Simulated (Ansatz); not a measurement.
Ga:

```
Ga
1.0
    -1.38440    1.38440    2.31122
     1.38440   -1.38440    2.31122
     1.38440    1.38440   -2.31122
Ga
1
Cartesian
  0.0000 0.0000 0.0000
```

This isn't the form of Ga at room conditions, which is orthorhombic.

```yaml
Program: Ansatz 0.2.0
Task: relaxation of cell and atoms
Functional: PBEsol
Dispersion: D4
Potentials_or_basis: Ansatz PAW
Cutoff: "420 eV (not typed: the program's choice for these potentials)"
k_mesh: 13 × 13 × 13
Occupations: fermi-dirac, width 0.05 eV
Spin: no spin polarisation
```

At the start: volume 17.72 Å³/atom.

**Question.** How do energy, volume and symmetry change on relaxing?

**Answer.** It ends after 7 steps and the volume is 16.89 Å³/atom (-4.7 %); space group I4/mmm (No. 139, to 0.05 Å).

Step by step:
```csv
step,energy change (eV),largest force (eV/Å),volume (Å³)
1,0.0000,0.0000,17.72
2,-0.0075,0.0000,16.78
3,-0.0078,0.0000,16.91
4,-0.0079,0.0000,16.91
5,-0.0080,0.0000,16.90
6,-0.0081,0.0000,16.89
7,-0.0078,0.0000,16.89
```

Final structure:
```
Ga
1.0
    -1.37501    1.37501    2.23301
     1.37501   -1.37501    2.23301
     1.37501    1.37501   -2.23301
Ga
1
Direct
  0.00000 0.00000 0.00000
```

Caveat: the plane-wave basis is chosen anew once the cell has moved, so the energies of steps on either side of that aren't comparable; pairwise dispersion overbinds metals, which lowers pressure and volume; the PAW data sets come from PBE, with cores solved anew for the run's functional, which leaves a small shift of forces and pressure.
